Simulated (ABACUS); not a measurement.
Runs of ABACUS 3.10.1 on CdO (Monteponite). The structure is cubic, space group Fm-3m (No. 225). Conventional cell: a = 4.699 Å, b = 4.699 Å, c = 4.699 Å, α = 90.00°, β = 90.00°, γ = 90.00°. Around Cd (site symmetry m-3m) lie 6 O at 2.35 Å. O (site symmetry m-3m) has 6 Cd at 2.35 Å as nearest neighbours. 

```tsv
task	level	potentials or basis	k mesh	cutoff (eV)	radial cutoff of the potentials (pseudo_rcut)	SCF threshold on the density	eigensolver	symmetry key	threshold of the eigensolver	mesh quality	gap on the mesh (eV)
single point	PBE	SG15 ONCV 1.2 PBE, DZP LCAO (the cutoffs set its grid)	4 × 4 × 4	1401	7 bohr	1e-07	genelpa	1	-	coarse	none
single point	PBE0-type (share 0.25)	SG15 ONCV 1.2 PBE, DZP LCAO (the cutoffs set its grid)	4 × 4 × 4	1401	7 bohr	1e-07	genelpa	1	-	coarse	(a)
single point	PBE0-type (share 0.4)	SG15 ONCV 1.2 PBE, DZP LCAO (the cutoffs set its grid)	4 × 4 × 4	1401	7 bohr	1e-07	genelpa	1	-	coarse	2.73
single point	PBE0-type (share 0.1)	SG15 ONCV 1.2 PBE, DZP LCAO (the cutoffs set its grid)	4 × 4 × 4	1401	7 bohr	1e-07	genelpa	1	-	coarse	0.32
```

Alike in all rows: no spin polarisation; cell as given; smearing fermi-dirac 0.05 eV.

Q: Estimate the missing entries.

A: (a) 1.51.

Caveats: all runs use coarse meshes; the atomic orbitals were generated for these runs and aren't a published set; the basis of atomic orbitals isn't converged, which shifts pressures, moduli and gaps; gaps of hybrids in this basis differ from plane-wave ones by up to 0.1 eV (some runs).

A k mesh can miss the band edges, and the runs leave out spin-orbit coupling on Cd.

A gap of «none» marks a metal or a gap under the smearing width.
